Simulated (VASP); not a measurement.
# Ni (Fm-3m) in VASP: notebook

The runs below take Ni through relaxation of cell and atoms, single point, with PBE, revPBE, BLYP.

Everything below comes from runs of VASP 6.6.1. Logs are shortened: lines on timing, memory, paths and dates and some standing lists are left out, and cuts for length are marked.

## Step 1: The structure

Symmetry: Fm-3m, No. 225, cubic system. The conventional cell has a = 3.475 Å, b = 3.475 Å, c = 3.475 Å, α = 90.00°, β = 90.00°, γ = 90.00°. Around Ni (site symmetry m-3m) lie 12 Ni at 2.46 Å.

## Step 2: Relaxation of cell and atoms, PBE, collinear spin, ferromagnetic start

INCAR reads:

```
SYSTEM = Ni
ALGO = Fast
EDIFF = 1E-6
EDIFFG = -0.01
ENCUT = 680
GGA = PE
IBRION = 2
ISIF = 3
ISMEAR = -1
ISPIN = 2
LASPH = .True.
LCHARG = .False.
LMAXMIX = 4
LORBIT = 11
LREAL = .False.
LWAVE = .False.
MAGMOM = 1
NELM = 120
NSW = 40
PREC = Accurate
SIGMA = 0.05
```

KPOINTS reads:

```
k-points
0
Gamma
  13 13 13
  0 0 0
```

POSCAR reads:

```
Ni
1.0
    0.0000000000      1.7375729330      1.7375729330
    1.7375729330      0.0000000000      1.7375729330
    1.7375729330      1.7375729330      0.0000000000
Ni
1
Direct
    0.0000000000      0.0000000000      0.0000000000
```

Potentials or basis: VASP PAW PBE potentials, release 64 (Ni_sv_GW).

The run is started by

```
$ cat potpaw_PBE.64/Ni_sv_GW/POTCAR > POTCAR
$ mpirun -np 1 vasp_std > vasp.out
```

OUTCAR:

```text
SYSTEM = Ni
   EDIFF = 1E-6
   EDIFFG = -0.01
   ENCUT = 680
   GGA = PE
   IBRION = 2
   ISIF = 3
   ISMEAR = -1
   ISPIN = 2
   LASPH = .True.
   LORBIT = 11
   LREAL = .False.
   NELM = 120
   NSW = 40
   PREC = Accurate

 ion  position               nearest neighbor table
   1  0.000  0.000  0.000-

  LATTYP: Found a face centered cubic cell.
 ALAT       =     3.4751458660

  Lattice vectors:

 A1 = (   0.0000000000,   1.7375729330,   1.7375729330)
 A2 = (   1.7375729330,   0.0000000000,   1.7375729330)
 A3 = (   1.7375729330,   1.7375729330,   0.0000000000)

Analysis of symmetry for initial positions (statically):
=====================================================================
 Subroutine PRICEL returns:
 Original cell was already a primitive cell.

 Routine SETGRP: Setting up the symmetry group for a
 face centered cubic supercell.

 Subroutine GETGRP returns: Found 48 space group operations
 (whereof 48 operations were pure point group operations)
 out of a pool of 48 trial point group operations.

The static configuration has the point symmetry O_h .

Analysis of symmetry for dynamics (positions and initial velocities):
=====================================================================
 Subroutine PRICEL returns:
 Original cell was already a primitive cell.

 Routine SETGRP: Setting up the symmetry group for a
 face centered cubic supercell.

 Subroutine GETGRP returns: Found 48 space group operations
 (whereof 48 operations were pure point group operations)
 out of a pool of 48 trial point group operations.

The dynamic configuration has the point symmetry O_h .

Analysis of structural, dynamic, and magnetic symmetry:
=====================================================================
 Subroutine PRICEL returns:
 Original cell was already a primitive cell.

 Routine SETGRP: Setting up the symmetry group for a
 face centered cubic supercell.

 Subroutine GETGRP returns: Found 48 space group operations
 (whereof 48 operations were pure point group operations)
 out of a pool of 48 trial point group operations.

The overall configuration has the point symmetry O_h .

 Subroutine INISYM returns: Found 48 space group operations
 (whereof 48 operations are pure point group operations),
 and found     1 'primitive' translations

----------------------------------------------------------------------------------------

                                     Primitive cell

  volume of cell :      10.4920

  direct lattice vectors                    reciprocal lattice vectors
     0.000000000  1.737572933  1.737572933    -0.287757705  0.287757705  0.287757705
     1.737572933  0.000000000  1.737572933     0.287757705 -0.287757705  0.287757705
     1.737572933  1.737572933  0.000000000     0.287757705  0.287757705 -0.287757705

[... 130 lines left out ...]
  free energy    TOTEN  =        -6.42204530 eV

  energy without entropy =       -6.40953789  energy(sigma->0) =       -6.41579160

------------------------ aborting loop because EDIFF is reached ----------------------------------------

  FORCE on cell =-STRESS in cart. coord.  units (eV):
  Direction    XX          YY          ZZ          XY          YZ          ZX
  --------------------------------------------------------------------------------------
  -------------------------------------------------------------------------------------
  Total        0.4455912      0.4455912      0.4455912      0.0000000      0.0000000      0.0000000
  in kB       68.0437277     68.0437277     68.0437277      0.0000000      0.0000000      0.0000000
  external PRESSURE =      68.0437277 kB  Pullay stress =       0.0000000 kB
[... 86 lines left out ...]
  FREE ENERGIE OF THE ION-ELECTRON SYSTEM (eV)
  ---------------------------------------------------
  free  energy   TOTEN  =        -6.4282663053 eV

  energy  without entropy=       -6.4152713258  energy(sigma->0) =       -6.42176882

[... ionic steps 4 to 7 ...]

--------------------------------------- Ionic step        8  -------------------------------------------

 number of electron      18.0000004 magnetization       0.6313627

------------------------ aborting loop because EDIFF is reached ----------------------------------------
[... 65 lines left out ...]
--------------------------------------- Ionic step       10  -------------------------------------------

 number of electron      18.0000004 magnetization       0.6313382

 Free energy of the ion-electron system (eV)
  ---------------------------------------------------
  ext. energy  EPLUGINS =         0.00000000
  ---------------------------------------------------
  free energy    TOTEN  =        -6.42826825 eV

  energy without entropy =       -6.41528348  energy(sigma->0) =       -6.42177587

 E-fermi :   7.9731     XC(G=0): -13.9262

 val. band max:        7.9703524278   @ k =   0.3846   0.0769   0.0000
 cond. band min:       7.9874547300   @ k =   0.3846   0.0769   0.0000
 fundamental gap:      0.0171023023
 Fermi energy:         7.9730894859

 spin component 1

 k-point     1 :       0.0000    0.0000    0.0000
  band No.  band energies     occupation
      1     -95.7303      1.00000
      2     -55.9841      1.00000
      3     -55.9841      1.00000
      4     -55.9841      1.00000
      5      -1.2196      1.00000
      6       5.4844      1.00000
      7       5.4844      1.00000
      8       5.4844      1.00000
      9       6.6913      1.00000
     10       6.6913      1.00000
     11      31.4897      0.00000
     12      35.5003      0.00000
     13      35.5003      0.00000
     14      35.5003      0.00000
[... 379 lines left out ...]
      3     -56.0409      1.00000
      4     -56.0287      1.00000
      5       3.3635      1.00000
      6       5.0781      1.00000
      7       5.4966      1.00000
      8       5.9030      1.00000
      9       7.3854      0.99999
     10       8.7620      0.00000
     11      15.8329      0.00000
     12      26.6911      0.00000
     13      28.3976      0.00000
     14      30.5045      0.00000

 [... further k-points ...]

 spin component 2

 k-point     1 :       0.0000    0.0000    0.0000
  band No.  band energies     occupation
      1     -94.8892      1.00000
      2     -55.1620      1.00000
      3     -55.1620      1.00000
      4     -55.1620      1.00000
      5      -1.2560      1.00000
      6       6.2499      1.00000
      7       6.2499      1.00000
      8       6.2499      1.00000
      9       7.2826      1.00000
     10       7.2826      1.00000
     11      31.3291      0.00000
     12      35.4848      0.00000
     13      35.4848      0.00000
     14      35.4848      0.00000
[... 419 lines left out ...]
  FREE ENERGIE OF THE ION-ELECTRON SYSTEM (eV)
  ---------------------------------------------------
  free  energy   TOTEN  =        -6.4282682542 eV

  energy  without entropy=       -6.4152834817  energy(sigma->0) =       -6.42177587

 reached required accuracy - stopping structural energy minimisation

 total charge

# of ion       s       p       d       f       tot
--------------------------------------------------
    1        2.242   6.298   7.809   0.005  16.354

 magnetization (x)

# of ion       s       p       d       f       tot
--------------------------------------------------
    1       -0.001  -0.015   0.687  -0.000   0.671
```

Wall time 3.2 min (1 thread of Intel Xeon Platinum 8488C (Sapphire Rapids), shared host); peak memory 0.19 GiB.

What came out:

| Property | Result |
| --- | --- |
| Free energy | -6.4283 eV |
| Relaxed volume | 10.79 Å³/atom |
| Relaxed cell | a = 2.481 Å, b = 2.481 Å, c = 2.481 Å, α = 60.00°, β = 60.00°, γ = 60.00° |
| Space group after relaxing (to 0.05 Å) | Fm-3m (No. 225) |
| Energy gained by relaxing | 6.2 meV/atom |
| Ionic steps | 10 |
| Pressure after relaxing | 0.0 GPa |
| Band gap on the k mesh | none (metal or under the smearing width) |
| Net moment | 0.63 μB per cell |
| Site moments | Ni +0.67 μB |
| Valence electrons inside the program's atomic spheres | Ni 16.35 |

Step by step:
| step | energy change (eV) | largest force (eV/Å) | pressure (GPa) | volume (Å³) |
| --- | --- | --- | --- | --- |
| 1 | 0.0000 | 0.0000 | 6.80 | 10.49 |
| 2 | 0.0028 | 0.0000 | -7.42 | 11.18 |
| 3 | -0.0062 | 0.0000 | -0.21 | 10.80 |
| 4 | -0.0062 | 0.0000 | 0.54 | 10.79 |
| 5 | -0.0062 | 0.0000 | -0.24 | 10.80 |
| 6 | -0.0062 | 0.0000 | 0.90 | 10.79 |
| 7 | -0.0062 | 0.0000 | -1.86 | 10.79 |
| 8 | -0.0062 | 0.0000 | 1.34 | 10.79 |
| 9 | -0.0062 | 0.0000 | -0.23 | 10.79 |
| 10 | -0.0062 | 0.0000 | -0.04 | 10.79 |

Final structure:
```xyz
1
Lattice="0.0000 1.7541 1.7541 1.7541 0.0000 1.7541 1.7541 1.7541 0.0000" Properties=species:S:1:pos:R:3 pbc="T T T"
Ni    0.0000    0.0000    0.0000
```

## Step 3: Relaxation of cell and atoms, PBE, collinear spin, ferromagnetic start

INCAR reads:

```
  ALGO = Fast
  EDIFF = 1E-7
  EDIFFG = -0.01
  ENCUT = 630
  GGA = PE
  IBRION = 2
  ISIF = 3
  ISMEAR = -1
  ISPIN = 2
  LASPH = True
  LCHARG = False
  LMAXMIX = 4
  LORBIT = 11
  LREAL = False
  LWAVE = False
  MAGMOM = 1
  NELM = 150
  NSW = 40
  PREC = Accurate
  SIGMA = 0.05
```

KPOINTS reads:

```
k-points
0
Gamma
  13 13 13
```

POSCAR is that of step 2.

Potentials or basis: VASP PAW PBE potentials, release 64 (Ni_GW).

The run is started by

```
$ cat potpaw_PBE.64/Ni_GW/POTCAR > POTCAR
$ mpirun -np 1 vasp_std > vasp.out
```

Wall time 51 s (1 thread of Intel Xeon Platinum 8488C (Sapphire Rapids), shared host); peak memory 0.16 GiB.

Results (log left out):

* Free energy: -5.4931 eV
* Relaxed volume: 10.87 Å³/atom
* Relaxed cell: a = 2.487 Å, b = 2.487 Å, c = 2.487 Å, α = 60.00°, β = 60.00°, γ = 60.00°
* Space group after relaxing (to 0.05 Å): Fm-3m (No. 225)
* Energy gained by relaxing: 8.8 meV/atom
* Ionic steps: 3
* Pressure after relaxing: 0.0 GPa
* Band gap on the k mesh: none (metal or under the smearing width)
* Net moment: 0.63 μB per cell
* Site moments: Ni +0.63 μB
* Valence electrons inside the program's atomic spheres: Ni 9.24

Step by step:
```
step  energy change (eV)  largest force (eV/Å)  pressure (GPa)  volume (Å³)
   1              0.0000                0.0000            7.79        10.49
   2              0.0006                0.0000           -7.01        11.29
   3             -0.0088                0.0000           -0.04        10.87
```

Final structure:
```
Ni
1.0
     0.00000    1.75829    1.75829
     1.75829    0.00000    1.75829
     1.75829    1.75829    0.00000
Ni
1
Direct
  0.00000 0.00000 0.00000
```

Levels at points of the mesh, in eV from the Fermi level:
Spin up:
| k point | band 2 | band 3 | band 4 | band 5 | band 6 | band 7 | band 8 | band 9 |
| --- | --- | --- | --- | --- | --- | --- | --- | --- |
| (0.00, 0.00, 0.00) | -2.45 | -2.45 | -2.45 | -1.27 | -1.27 | 23.56 | 27.41 | 27.41 |
Spin down:
```
           k point  band 1  band 2  band 3  band 4  band 5  band 6  band 7  band 8  band 9  band 10
(0.00, 0.00, 0.00)   -9.10   -1.69   -1.69   -1.69   -0.68   -0.68   23.40   27.40   27.40    27.40
```

## Step 4: Single point, PBE, collinear spin, ferromagnetic start

INCAR reads:

```
PREC     = Accurate       # precision mode
ENCUT    = 520            # plane-wave cutoff, eV
EDIFF    = 1E-6           # SCF threshold, eV
ISMEAR   = 0              # smearing method
SIGMA    = 0.011          # smearing width, eV
LREAL    = False          # projectors in reciprocal space
LASPH    = True           # aspherical terms in the spheres
NELM     = 100            # most SCF steps
ALGO     = Normal         # electronic algorithm
ISIF     = 2              # what is computed and relaxed
LWAVE    = False          # write WAVECAR
LCHARG   = False          # write CHGCAR
ISPIN    = 2              # spin polarisation
MAGMOM   = 1              # initial moments
LORBIT   = 11             # projections on sites
LMAXMIX  = 4              # l up to which the mixer works
GGA      = PE             # functional
```

KPOINTS reads:

```
regular mesh
0
Gamma
  13 13 13
```

POSCAR is that of step 3.

Potentials or basis: VASP PAW PBE potentials, release 64 (Ni).

The run is started by

```
$ cat potpaw_PBE.64/Ni/POTCAR > POTCAR
$ mpirun -np 1 vasp_std > vasp.out
```

Wall time 23 s (1 thread of AMD EPYC 7R13 (Zen 3), shared host); peak memory 0.1 GiB.

The run converged. Its results:

* Free energy: -5.4644 eV
* Pressure: 7.8 GPa
* Band gap on the k mesh: none (metal or under the smearing width)
* Net moment: 0.62 μB per cell
* Site moments: Ni +0.63 μB
* Valence electrons inside the program's atomic spheres: Ni 9.38

Levels at points of the mesh, in eV from the Fermi level:
Spin up:
| k point | band 2 | band 3 | band 4 | band 5 | band 6 | band 7 | band 8 | band 9 |
| --- | --- | --- | --- | --- | --- | --- | --- | --- |
| (0.00, 0.00, 0.00) | -2.55 | -2.55 | -2.55 | -1.31 | -1.31 | 24.00 | 28.16 | 28.16 |
Spin down:
| k point | band 2 | band 3 | band 4 | band 5 | band 6 | band 7 | band 8 | band 9 |
| --- | --- | --- | --- | --- | --- | --- | --- | --- |
| (0.00, 0.00, 0.00) | -1.80 | -1.80 | -1.80 | -0.74 | -0.74 | 23.86 | 28.13 | 28.13 |

(Part 1 of 2 ends here.)
